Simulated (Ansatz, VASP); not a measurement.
## One calculation of H, two programs

Contents of INCAR:

```
PREC = Accurate
ENCUT = 520
EDIFF = 1E-6
ISMEAR = -1
SIGMA = 0.1034
LREAL = Auto
LASPH = T
NELM = 100
ALGO = Normal
ISIF = 2
LWAVE = F
LCHARG = F
GGA = PE
NBANDS = 22
```

KPOINTS

```
Automatic mesh
0
Gamma
  4 4 4
```

POSCAR

```
H
1.0
    0.0000000000      5.2013675077      4.1963218556
    0.0000000000     -5.2013675077      4.1963218556
    5.3160096616      0.0000000000     -4.1963218556
H
16
Direct
    0.0202747181      0.3502161401      0.3660427313
    0.6027141727      0.2158929350      0.6795774195
    0.3093986356      0.3445748945      0.8195021866
    0.9958291138      0.9881955086      0.9447439677
    0.4285859956      0.5268478767      0.5226135084
    0.8951536019      0.9850456455      0.3087815147
    0.1275844574      0.5003000660      0.9876792119
    0.6033621578      0.0453035233      0.1961524432
    0.4709684527      0.5929912321      0.4594544208
    0.8972806658      0.9846047030      0.4283314579
    0.1000860443      0.5908489932      0.9659142645
    0.5311761594      0.9079583877      0.1088058133
    0.0149154532      0.4568229356      0.4778029152
    0.6357883886      0.1574743346      0.7703319872
    0.4068101318      0.4285330809      0.9629811676
    0.9600718512      0.9243897430      0.0012849904
```

Input for Ansatz:

```yaml
crystal:
  lattice:
    - [0.0, 5.2013675077, 4.1963218556]
    - [0.0, -5.2013675077, 4.1963218556]
    - [5.3160096616, 0.0, -4.1963218556]
  atoms:
    - { symbol: H, position: [0.0202747181, 0.3502161401, 0.3660427313] }
    - { symbol: H, position: [0.6027141727, 0.215892935, 0.6795774195] }
    - { symbol: H, position: [0.3093986356, 0.3445748945, 0.8195021866] }
    - { symbol: H, position: [0.9958291138, 0.9881955086, 0.9447439677] }
    - { symbol: H, position: [0.4285859956, 0.5268478767, 0.5226135084] }
    - { symbol: H, position: [0.8951536019, 0.9850456455, 0.3087815147] }
    - { symbol: H, position: [0.1275844574, 0.500300066, 0.9876792119] }
    - { symbol: H, position: [0.6033621578, 0.0453035233, 0.1961524432] }
    - { symbol: H, position: [0.4709684527, 0.5929912321, 0.4594544208] }
    - { symbol: H, position: [0.8972806658, 0.984604703, 0.4283314579] }
    - { symbol: H, position: [0.1000860443, 0.5908489932, 0.9659142645] }
    - { symbol: H, position: [0.5311761594, 0.9079583877, 0.1088058133] }
    - { symbol: H, position: [0.0149154532, 0.4568229356, 0.4778029152] }
    - { symbol: H, position: [0.6357883886, 0.1574743346, 0.7703319872] }
    - { symbol: H, position: [0.4068101318, 0.4285330809, 0.9629811676] }
    - { symbol: H, position: [0.9600718512, 0.924389743, 0.0012849904] }
basis:
  ecutwfc: 420
kpoints:
  mp_grid: { grid: [4, 4, 4] }
hamiltonian:
  xc: pbe
scf:
  occupations: { method: fermi_dirac, width: 0.1034 }
output:
  forces: true
  stress: true
  eigenvalues: true
  populations: true
```

Alike in both runs: task single point; functional PBE; k mesh 4 × 4 × 4; occupations fermi-dirac, width 0.1034 eV; no spin polarisation.

```csv
,VASP,Ansatz
version,VASP 6.6.1,Ansatz 0.2.0
potentials or method,"VASP PAW PBE potentials, release 64 (H)","scalar-relativistic, plane waves, PAW"
plane-wave cutoff (eV),520,420
valence electrons in the cell,16,16
```

Ansatz gave:

```
gap on the k mesh at the Fermi level (eV)       : 7.95
least direct gap on the mesh (eV)               : 7.95
pressure (GPa)                                  : -0.7
largest component of the traceless stress (GPa) : 1.41
rms of the force components (eV/Å)              : 0.901
```

Q: Which values does VASP return?

A: gap on the k mesh at the Fermi level (eV): 7.95; least direct gap on the mesh (eV): 7.95; pressure (GPa): -0.9; largest component of the traceless stress (GPa): 1.41; rms of the force components (eV/Å): 0.900.

Atom by atom the forces differ by 0.005 eV/Å (rms over components).

Caveats: forces of over 1 eV/Å show positions far from the minimum, so gaps and moduli don't describe the material at rest. A k mesh can miss the band edges. Expect the measured gap to be larger: semilocal functionals such as PBE lack the derivative discontinuity.
